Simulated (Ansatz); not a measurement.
Input and command of a calculation in Ansatz (plane waves; scalar-relativistic PAW potentials unless the input names others):

```yaml
crystal:
  lattice:
    - [0.0, 3.2508104152, 3.2508104152]
    - [3.2508104152, 0.0, 3.2508104152]
    - [3.2508104152, 3.2508104152, 0.0]
  atoms:
    - { symbol: Na, position: [0.25, 0.25, 0.25] }
    - { symbol: Na, position: [0.75, 0.75, 0.75] }
    - { symbol: S, position: [0.0, 0.0, 0.0] }
basis:
  ecutwfc: 420
kpoints:
  mp_grid: { grid: [8, 8, 8] }
hamiltonian:
  xc: pbesol
scf:
  occupations: { method: fixed }
output:
  forces: true
  eigenvalues: true
  stress: true
relax:
  adjacent_minimum: "off"
  f_tol: 0.05
  max_steps: 60
  cell: { stress_tol: 0.01 }
  max_displacement: 0.05
```

```bash
ansatz run input.yaml --threads 1 --pin off --max-ram 1228MiB --backend cpu --events-out ev --progress --plain --runs-dir out
```

Abridged log:
```
Pseudopotentials: kind: paw
Pseudopotential: Na, paw, valence charge 9, recommended cutoff 420 eV (normal)
Pseudopotential: S, paw, valence charge 6, recommended cutoff 420 eV (normal)
Functional definition: PBEsol
Crystal: 3 atoms, lattice volume = 68.708 Å³
Basis set: ecut = 420 eV, 1363 PW (Γ), exchange–correlation on 64×64×64 points (8 copies of the dense FFT grid, shifted against one another)
Bands: 16, of which v1, the nominal top of the filled ones, is band 12 counted from 1 (11 counted from 0)
Symmetry: 48 space group operations
Space group: Fm-3m (ITA 225), of the structure as read, at distance tolerance 4.1e-5 Å
k-points: 29 of 512
Initial density: superposition of atomic densities (neutral atoms: chi_scale 0, normalization atom), corrected by the library's trained network
Initial wavefunctions: pseudopotential atomic-orbital guess
Functional: x = pbesol(κ = 0.804, μ = 0.12345679), c = pbesol(β = 0.046)
SCF iter   1: F=—  HF=-3839.852610 eV  |F-HF|=—  |Δ(HF+E_count)|=         —  Δρ=3.48e-3  dr2=1.25e-2  ethr=1.77e-3  ⟨swp⟩=4.7  Hψ=1961  notcnv=0  defer=46
SCF iter   2: F=—  HF=-3839.845894 eV  |F-HF|=—  |Δ(HF+E_count)|=   6.72e-3  Δρ=8.49e-4  dr2=3.86e-4  ethr=5.22e-5  ⟨swp⟩=2.0  Hψ=871  notcnv=0  defer=54
SCF iter   3: F=—  HF=-3839.845865 eV  |F-HF|=—  |Δ(HF+E_count)|=   2.87e-5  Δρ=2.85e-4  dr2=4.11e-5  ethr=1.61e-6  ⟨swp⟩=2.3  Hψ=837  notcnv=0  defer=54
SCF iter   4: F=—  HF=-3839.845816 eV  |F-HF|=—  |Δ(HF+E_count)|=   4.87e-5  Δρ=6.23e-5  dr2=1.94e-6  ethr=1.71e-7  ⟨swp⟩=2.9  Hψ=727  notcnv=0  defer=1
SCF iter   5: F=-3839.845817 eV  HF=-3839.845817 eV  |F-HF|=2.47e-8  |Δ(HF+E_count)|=   3.68e-7  Δρ=6.22e-6  dr2=3.75e-8  ethr=8.07e-9  ⟨swp⟩=2.2  Hψ=787  notcnv=0  defer=2
SCF iter   6: F=-3839.845817 eV  HF=-3839.845817 eV  |F-HF|=1.48e-8  |Δ(HF+E_count)|=   4.28e-8  Δρ=3.85e-6  dr2=1.92e-8  ethr=1.56e-10  ⟨swp⟩=3.9  Hψ=2093  notcnv=0
SCF 1 converged in 6 iterations: F = -3839.845817 eV  dr2 = 1.92e-8
relax step   1: F+E_penalty+E_count = -3839.84581670 eV  Δ(F+E_penalty+E_count) = +0.000e0 eV  max|allowed force component| = 4.819e-18 eV/Å  Δτ_max = 0.0000 Å  P = +0.002 GPa  Ω = 68.708 Å³  (6 SCF iters, dr2 threshold 1.00e-7 eV, accepted)
Initial density: handed on by an earlier stage of this run
Initial wavefunctions: pseudopotential atomic-orbital guess (no wavefunctions were taken with the density)
SCF iter   1: F=—  HF=-3839.845878 eV  |F-HF|=—  |Δ(HF+E_count)|=         —  Δρ=6.99e-6  dr2=6.20e-8  ethr=3.01e-6  ⟨swp⟩=2.3  Hψ=3059  notcnv=0  defer=54
SCF iter   2: F=—  HF=-3839.845817 eV  |F-HF|=—  |Δ(HF+E_count)|=   6.09e-5  Δρ=4.76e-6  dr2=2.86e-8  ethr=2.58e-10  ⟨swp⟩=3.0  Hψ=878  notcnv=0  defer=14
SCF iter   3: F=—  HF=-3839.845817 eV  |F-HF|=—  |Δ(HF+E_count)|=   8.24e-9  Δρ=1.32e-6  dr2=1.77e-9  ethr=1.19e-10  ⟨swp⟩=2.0  Hψ=564  notcnv=0  defer=14
SCF iter   4: F=—  HF=-3839.845817 eV  |F-HF|=—  |Δ(HF+E_count)|=  3.90e-10  Δρ=2.12e-7  dr2=1.43e-11  ethr=7.38e-12  ⟨swp⟩=2.0  Hψ=580  notcnv=0  defer=14
SCF iter   5: F=—  HF=-3839.845817 eV  |F-HF|=—  |Δ(HF+E_count)|=  3.46e-11  Δρ=4.47e-8  dr2=1.44e-12  ethr=1.00e-12  ⟨swp⟩=7.1  Hψ=2275  notcnv=0
SCF iter   6: F=-3839.845817 eV  HF=-3839.845817 eV  |F-HF|=9.09e-13  |Δ(HF+E_count)|=  9.09e-13  Δρ=6.34e-9  dr2=3.03e-14  ethr=1.00e-12  ⟨swp⟩=4.0  Hψ=1392  notcnv=0
SCF 2 converged in 6 iterations: F = -3839.845817 eV  dr2 = 3.03e-14
SCF converged after 6 iterations
Free energy (F): -3839.845817 eV
Harris-Foulkes:  -3839.845817 eV  (|F-HF|=9.09e-13)
Internal energy: -3839.845817 eV  (E = F + TS)
E sigma→0 (E₀):  -3839.845817 eV
Fermi energy:    2.065814 eV
--- Forces (eV/Å), atoms counted from 1 ---
  atom   1  Na     0.00000000     0.00000000     0.00000000
  atom   2  Na     0.00000000     0.00000000     0.00000000
  atom   3  S      0.00000000     0.00000000     0.00000000
--- Stress (GPa, compression-positive) ---
        0.002066       0.000000       0.000000
        0.000000       0.002066       0.000000
        0.000000       0.000000       0.002066
  P = ⅓ Tr σ = 0.0021 GPa (0.021 kbar)
--- Relaxed structure (1 steps of the walk, 1 accepted, 1 SCFs on fresh bases) ---
  F+E_penalty+E_count = -3839.84581671 eV   max|allowed force component| = 9.252e-18 eV/Å   (the final SCF, on the basis selected at the relaxed cell)
  cell:  # Å, volume = 68.7076 Å³
    - [0.0, 3.2508104152, 3.2508104152]
    - [3.2508104152, 0.0, 3.2508104152]
    - [3.2508104152, 3.2508104152, 0.0]
  atoms:
    - { symbol: Na, position: [0.24999999, 0.24999999, 0.24999999] }
    - { symbol: Na, position: [0.74999999, 0.74999999, 0.74999999] }
    - { symbol: S, position: [0.0, 0.0, 0.0] }
```

Apart from outputs and empty bands, the input differs from a reference run on usual settings in relax.f_tol: 0.001 → 0.05; relax.max_displacement: not typed → 0.05. The reference, at the same start, ended its own course with a relaxed volume of 22.90 Å³/atom, pressure 0.00 GPa, largest force 0.000 eV/Å, gap on the mesh 2.43 eV. This run converged in 12 SCF iterations over all its steps (reference: 12) with an energy at zero smearing within 0.01 meV/atom of the reference's, a relaxed volume of 22.90 Å³/atom, pressure 0.00 GPa, largest force 0.000 eV/Å, gap on the mesh 2.43 eV.

It took 4.3 s on 1 thread of Arm Neoverse V2, with other jobs on the host, peak memory 0.32 GiB.